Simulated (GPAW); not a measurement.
The system is CdSe (Cadmoselite).

```
Cd Se
1.0
     4.30000    0.00000    0.00000
    -2.15000    3.72391    0.00000
     0.00000    0.00000    7.02000
Cd Se
2 2
Cartesian
  2.1500 1.2413 3.5100
  0.0000 2.4826 0.0000
  2.1500 1.2413 6.2127
  0.0000 2.4826 2.7027
```

Base run:

* Program: GPAW 26.7.0
* Functional: PBEsol
* Potentials or basis: PAW data sets generated in the run's folder for this functional
* Cutoff: 600 eV
* Basis: pw
* k mesh: 6 × 6 × 3
* Occupations: fermi-dirac, width 0.05 eV
* Spin: no spin polarisation

Its results: band gap on the k mesh 0.57 eV, direct; pressure 0.0 GPa; largest force 0.266 eV/Å.

Question: The run is repeated on the same cell with these changes: functional from PBEsol to PBE; potentials or basis from PAW data sets generated in the run's folder for this functional to GPAW PAW data sets (gpaw-data 1.2.1); cutoff from 600 eV to 450 eV. What comes out?

Answer: Band gap on the k mesh 0.70 eV, direct; pressure 2.0 GPa; largest force 0.284 eV/Å.

Caveats: the cutoff is short for stress and forces, so pressures can be off by a GPa or more (some runs).
